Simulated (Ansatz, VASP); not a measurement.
## One calculation of LiCl, two programs

```
CELL_PARAMETERS angstrom
-0.08520 2.47084 2.47084
2.47084 -0.08520 2.47084
2.47084 2.47084 -0.08520
ATOMIC_POSITIONS crystal
Li 0.00000 0.00000 0.00000
Cl 0.50000 0.50000 0.50000
```

Change from the starting cell: shear_111 strain -5.0%.

Alike in both runs: task single point; functional r2SCAN; k mesh 8 × 8 × 8; no spin polarisation.

```csv
,VASP,Ansatz
version,VASP 6.6.1,Ansatz 0.2.0
potentials or method,"VASP PAW PBE potentials, release 64 (Li_sv, Cl)","plane waves, PAW"
plane-wave cutoff (eV),520,500
occupations,"gaussian, width 0.01 eV",fixed
valence electrons in the cell,10,10
```

Ansatz gave:

* gap on the k mesh at the Fermi level (eV): 7.09

**Question.** Estimate VASP's values.

**Answer.** gap on the k mesh at the Fermi level (eV): 7.10.

 A k mesh can miss the band edges.
